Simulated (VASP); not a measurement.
# In (Pm-3m) in VASP: a series of runs

One crystal, In, is run at these levels: RPBE; tasks: single point.

Program: VASP 6.6.1. These are calculated values, not measurements. Logs are shortened: lines on timing, memory, paths and dates and some standing lists are left out, and cuts for length are marked.

## 1. Starting point

It takes space group Pm-3m (No. 221, cubic). The conventional cell has a = 3.142 Å, b = 3.142 Å, c = 3.142 Å, α = 90.00°, β = 90.00°, γ = 90.00°. In (site symmetry m-3m) has 6 In at 3.14 Å as nearest neighbours.

This isn't the form of In at room conditions, which is tetragonal.

## 2. Single point, RPBE

The input, INCAR:

```
ALGO     = Normal         # electronic algorithm
EDIFF    = 1E-6           # SCF threshold, eV
ENCUT    = 520            # plane-wave cutoff, eV
GGA      = RP             # functional
ISIF     = 2              # what is computed and relaxed
ISMEAR   = -1             # smearing method
LASPH    = T              # aspherical terms in the spheres
LCHARG   = T              # write CHGCAR
LELF     = T              # ELF
LREAL    = F              # projectors in reciprocal space
LVHAR    = T            
LWAVE    = F              # write WAVECAR
NBANDS   = 12             # bands
NELM     = 60             # most SCF steps
PREC     = Accurate       # precision mode
SIGMA    = 0.1            # smearing width, eV
```

The input, KPOINTS:

```
k-points
0
Gamma
  16 16 16
```

The input, POSCAR:

```
In
1.0
    3.1424461251      0.0000000000      0.0000000000
    0.0000000000      3.1424461251      0.0000000000
    0.0000000000      0.0000000000      3.1424461251
In
1
Direct
    0.0000000000      0.0000000000      0.0000000000
```

Potentials or basis: VASP PAW PBE potentials, release 64 (In_d).

On the command line:

```bash
$ cat potpaw_PBE.64/In_d/POTCAR > POTCAR
$ mpirun -np 1 vasp_std > vasp.out
```

OUTCAR:

```text
EDIFF = 1E-6
   ENCUT = 520
   GGA = RP
   ISIF = 2
   ISMEAR = -1
   LASPH = T
   LREAL = F
   NELM = 60
   PREC = Accurate

 ion  position               nearest neighbor table
   1  0.000  0.000  0.000-

  LATTYP: Found a simple cubic cell.
 ALAT       =     3.1424461251

  Lattice vectors:

 A1 = (   3.1424461251,   0.0000000000,   0.0000000000)
 A2 = (   0.0000000000,   3.1424461251,   0.0000000000)
 A3 = (   0.0000000000,   0.0000000000,   3.1424461251)

Analysis of symmetry for initial positions (statically):
=====================================================================
 Subroutine PRICEL returns:
 Original cell was already a primitive cell.

 Routine SETGRP: Setting up the symmetry group for a
 simple cubic supercell.

 Subroutine GETGRP returns: Found 48 space group operations
 (whereof 48 operations were pure point group operations)
 out of a pool of 48 trial point group operations.

The static configuration has the point symmetry O_h .

Analysis of symmetry for dynamics (positions and initial velocities):
=====================================================================
 Subroutine PRICEL returns:
 Original cell was already a primitive cell.

 Routine SETGRP: Setting up the symmetry group for a
 simple cubic supercell.

 Subroutine GETGRP returns: Found 48 space group operations
 (whereof 48 operations were pure point group operations)
 out of a pool of 48 trial point group operations.

The dynamic configuration has the point symmetry O_h .

 Subroutine INISYM returns: Found 48 space group operations
 (whereof 48 operations are pure point group operations),
 and found     1 'primitive' translations

----------------------------------------------------------------------------------------

                                     Primitive cell

  volume of cell :      31.0316

  direct lattice vectors                    reciprocal lattice vectors
     3.142446125  0.000000000  0.000000000     0.318223435  0.000000000  0.000000000
     0.000000000  3.142446125  0.000000000     0.000000000  0.318223435  0.000000000
     0.000000000  0.000000000  3.142446125     0.000000000  0.000000000  0.318223435

  length of vectors
     3.142446125  3.142446125  3.142446125     0.318223435  0.318223435  0.318223435

  position of ions in fractional coordinates (direct lattice)
     0.000000000  0.000000000  0.000000000

  ion indices of the primitive-cell ions
   primitive index   ion index
                 1           1

[... 80 lines left out ...]
   TEBEG  =    0.0;   TEEND  =   0.0 temperature during run
   PSTRESS=    0.0 pullay stress
   NELECT =      13.0000    total number of electrons
   NUPDOWN=      -1.0000    fix difference up-down
   EMIN   =  10.00;   EMAX   =-10.00  energy-range for DOS
   EFERMI =   0.00;   METHOD = LEGACY
   ISMEAR =    -1;   SIGMA  =   0.10  broadening in eV -4-tet -1-fermi 0-gaus
   EFERMI_NEDOS =   21; number of points for ismear=-14 and -15
   IALGO  =     38    algorithm
   IMIX   =      4    mixing-type and parameters
     AMIX     =   0.40;   BMIX     =  1.00
     AMIX_MAG =   1.60;   BMIX_MAG =  1.00
  volume/ion in A,a.u.               =      31.03       209.41
  Fermi-wavevector in a.u.,A,eV,Ry     =   1.224959  2.314836 20.415865  1.500524
  Thomas-Fermi vector in A             =   2.360014
   LORBIT       =      0    0 simple, 1 ext, 2 COOP (PROOUT), +10 PAW based schemes
   GGA     = RP    functional components
   LHFCALC =     F    Hartree Fock is set to
   AEXX    =    0.0000 exact exchange contribution
   IVDW    =     0    specifies the selected vdW correction
   LEPSILON=     F    determine dielectric tensor
   LRPA    =     F    only Hartree local field effects (RPA)
 non-spin polarized calculation
  energy-cutoff  :      520.00
  volume of cell :       31.03
 maximum number of plane-waves:       861
 NGX is ok and might be reduce to    24
   NGX = 11   NGY = 11   NGZ = 11

 number of electron      13.0000008 magnetization

 Free energy of the ion-electron system (eV)
  ---------------------------------------------------
  ext. energy  EPLUGINS =         0.00000000
  ---------------------------------------------------
  free energy    TOTEN  =        -2.10648611 eV

  energy without entropy =       -2.08557962  energy(sigma->0) =       -2.09603286

 E-fermi :   5.7695     XC(G=0):  -9.2852

 val. band max:        5.7459310902   @ k =   0.3750   0.2500   0.1875
 cond. band min:       5.7991143740   @ k =   0.5000   0.5000   0.1875
 fundamental gap:      0.0531832838
 Fermi energy:         5.7695035724

 k-point     1 :       0.0000    0.0000    0.0000
  band No.  band energies     occupation
      1      -9.1577      2.00000
      2      -9.1577      2.00000
      3      -8.5929      2.00000
      4      -8.5929      2.00000
      5      -8.5929      2.00000
      6      -2.7847      2.00000
      7      12.6067      0.00000
      8      12.6067      0.00000
      9      12.6067      0.00000
     10      15.6343      0.00000
     11      15.6343      0.00000
     12      16.5659      0.00000
[... 331 lines left out ...]
 k-point    24 :       0.5000    0.1250    0.0000
  band No.  band energies     occupation
      1      -9.0798      2.00000
      2      -8.7821      2.00000
      3      -8.7435      2.00000
      4      -8.7205      2.00000
      5      -8.6017      2.00000
      6       0.6898      2.00000
      7       2.9457      2.00000
      8      13.0883      0.00000
      9      15.5667      0.00000
     10      15.6660      0.00000
     11      18.2723      0.00000
     12      19.5206      0.00000

 [... further k-points ...]

------------------------ aborting loop because EDIFF is reached ----------------------------------------

  FORCE on cell =-STRESS in cart. coord.  units (eV):
  Direction    XX          YY          ZZ          XY          YZ          ZX
  --------------------------------------------------------------------------------------
  -------------------------------------------------------------------------------------
  Total        0.0087571      0.0087571      0.0087571     -0.0000000     -0.0000000      0.0000000
  in kB        0.4521356      0.4521356      0.4521356     -0.0000000     -0.0000000      0.0000000
  external PRESSURE =       0.4521356 kB  Pullay stress =       0.0000000 kB

 VOLUME and BASIS-vectors are now :
 -----------------------------------------------------------------------------
  energy-cutoff  :      520.00
  volume of cell :       31.03
      direct lattice vectors                 reciprocal lattice vectors
     3.142446125  0.000000000  0.000000000     0.318223435  0.000000000  0.000000000
     0.000000000  3.142446125  0.000000000     0.000000000  0.318223435  0.000000000
     0.000000000  0.000000000  3.142446125     0.000000000  0.000000000  0.318223435

 POSITION                                       TOTAL-FORCE (eV/Angst)
 -----------------------------------------------------------------------------------
      0.00000      0.00000      0.00000         0.000000      0.000000      0.000000
 -----------------------------------------------------------------------------------
    total drift:                                0.000000      0.000000     -0.000000

  FREE ENERGIE OF THE ION-ELECTRON SYSTEM (eV)
  ---------------------------------------------------
  free  energy   TOTEN  =        -2.1064861123 eV

  energy  without entropy=       -2.0855796154  energy(sigma->0) =       -2.09603286
```

It took 22 s on 1 thread of AMD EPYC 9R45 (Zen 5), shared host; peak memory 0.14 GiB.

What came out:

```
Free energy            : -2.1065 eV
Pressure               : 0.0 GPa
Band gap on the k mesh : none (metal or under the smearing width)
```

Levels at points of the mesh, in eV from the Fermi level:
```tsv
k point	band 2	band 3	band 4	band 5	band 6	band 7	band 8	band 9	band 10	band 11
(0.00, 0.00, 0.00)	-14.93	-14.36	-14.36	-14.36	-8.55	6.84	6.84	6.84	9.86	9.86
(0.50, 0.00, 0.00)	-14.52	-14.52	-14.52	-14.35	-5.31	-3.08	9.59	9.59	12.22	12.32
(0.50, 0.50, 0.00)	-14.70	-14.50	-14.50	-14.19	-1.92	-0.53	-0.53	3.77	12.68	14.70
(0.50, 0.50, 0.50)	-14.71	-14.71	-14.18	-14.18	1.94	1.94	1.94	2.00	6.85	6.85
```

Caveat: the PAW data sets were made with another functional, which shifts forces and pressure a little.

## 3. Single point, RPBE

This run uses another cell than the first one, of 34.76 Å³/atom, 1.120 times its volume.

The input, INCAR:

```
ALGO     = Normal         # electronic algorithm
EDIFF    = 1E-6           # SCF threshold, eV
ENCUT    = 520            # plane-wave cutoff, eV
GGA      = RP             # functional
ISIF     = 2              # what is computed and relaxed
ISMEAR   = -1             # smearing method
LASPH    = True           # aspherical terms in the spheres
LCHARG   = True           # write CHGCAR
LELF     = True           # ELF
LREAL    = False          # projectors in reciprocal space
LVHAR    = True         
LWAVE    = False          # write WAVECAR
NBANDS   = 12             # bands
NELM     = 80             # most SCF steps
PREC     = Accurate       # precision mode
SIGMA    = 0.1            # smearing width, eV
```

The input, KPOINTS:

```
k-points
0
Gamma
  11 11 11
```

The input, POSCAR:

```
In
1.0
    3.2634265940      0.0000000000      0.0000000000
    0.0000000000      3.2634265940      0.0000000000
    0.0000000000      0.0000000000      3.2634265940
In
1
Direct
    0.0000000000      0.0000000000      0.0000000000
```

Potentials or basis: VASP PAW PBE potentials, release 64 (In_d).

On the command line:

```bash
$ cat potpaw_PBE.64/In_d/POTCAR > POTCAR
$ mpirun -np 1 vasp_std > vasp.out
```

It took 8.7 s on 1 thread of AMD EPYC 9R45 (Zen 5), shared host; peak memory 0.11 GiB.

The run converged. Its results:

| Property | Result |
| --- | --- |
| Free energy | -2.0861 eV |
| Pressure | -2.1 GPa |
| Band gap on the k mesh | none (metal or under the smearing width) |

Levels at points of the mesh, in eV from the Fermi level:
```csv
k point,band 3,band 4,band 5,band 6,band 7,band 8,band 9,band 10
"(0.00, 0.00, 0.00)",-14.39,-14.39,-14.39,-7.96,6.29,6.29,6.29,9.24
```

Caveat: the PAW data sets were made with another functional, which shifts forces and pressure a little.

(Continued in part 2 of 2.)
